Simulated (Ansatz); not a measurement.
The system is Cu.

```
CELL_PARAMETERS angstrom
0.00000 1.80750 1.80750
1.80750 0.00000 1.80750
1.80750 1.80750 0.00000
ATOMIC_POSITIONS crystal
Cu 0.00000 0.00000 0.00000
```

Base run:

* Program: Ansatz 0.2.0
* Functional: exchange-only PBE
* Potentials or basis: Ansatz PAW
* Cutoff: 420 eV
* Density cutoff: 1680 eV
* k mesh: 13 × 13 × 13
* Occupations: fermi-dirac, width 0.05 eV
* Spin: no spin polarisation

Its results: band gap on the k mesh none (metal or under the smearing width); pressure 23.4 GPa.

Q: The run is repeated on the same cell with these changes: functional from exchange-only PBE to BPBE. What comes out?

A: Band gap on the k mesh none (metal or under the smearing width); pressure 1.5 GPa.

Caveats: the potentials were made for another functional, which shifts forces and pressure; the PAW data sets come from PBE, with cores solved anew for the run's functional, which leaves a small shift of forces and pressure; so large a pressure means that the cell lies far from this level's equilibrium, or that cutoff or potentials fall short (some runs).

Not every run made on this cell is shown here.
